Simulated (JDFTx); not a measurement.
Here is a JDFTx 1.7.0 (patched build) calculation.

Contents of C.in:

```
lattice Hexagonal 4.7660782589 15.5658630612
coords-type Lattice
ion C      0.6666666667     0.3333333333     0.8437500000 1
ion C      0.3333333333     0.6666666667     0.3437500000 1
ion C      0.6666666667     0.3333333333     0.6562500000 1
ion C      0.3333333333     0.6666666667     0.1562500000 1
ion C      0.0000000000     0.0000000000     0.9062500000 1
ion C      0.0000000000     0.0000000000     0.4062500000 1
ion C      0.0000000000     0.0000000000     0.5937500000 1
ion C      0.0000000000     0.0000000000     0.0937500000 1

ion-species pseudo/C.upf
elec-cutoff 50 400
elec-ex-corr mgga-x-r2scan mgga-c-r2scan
kpoint-folding 5 5 2
elec-smearing Fermi 0.0018374661
elec-n-bands 23
electronic-SCF nIterations 100 energyDiffThreshold 1e-09
electronic-minimize nIterations 30 energyDiffThreshold 1e-7
converge-empty-states yes
forces-output-coords Cartesian

dump-name run.$VAR
dump End Ecomponents EigStats BandEigs Kpoints Forces Stress ElecDensity KEdensity
```

Potentials or basis: SG15-PBE-1.2 with smoothed tails.

Command:

```sh
$ jdftx -c 1 -i C.in -o C.out
```

(1) What does it give for the largest force?

(2) Estimate the band gap on the k mesh.

Results:

(1) 0.354 eV/Å.

(2) 4.55 eV, indirect (least direct gap 5.42 eV).

Caveat: the k mesh is coarse (spacing up to 0.58 Å⁻¹), so the values aren't converged; meta-GGA forces are noisy on this grid; the empty levels aren't tightly converged; the potentials were made for another functional, which shifts forces and pressure; an odd mesh through Γ misses points on the zone boundary, where band edges often lie.
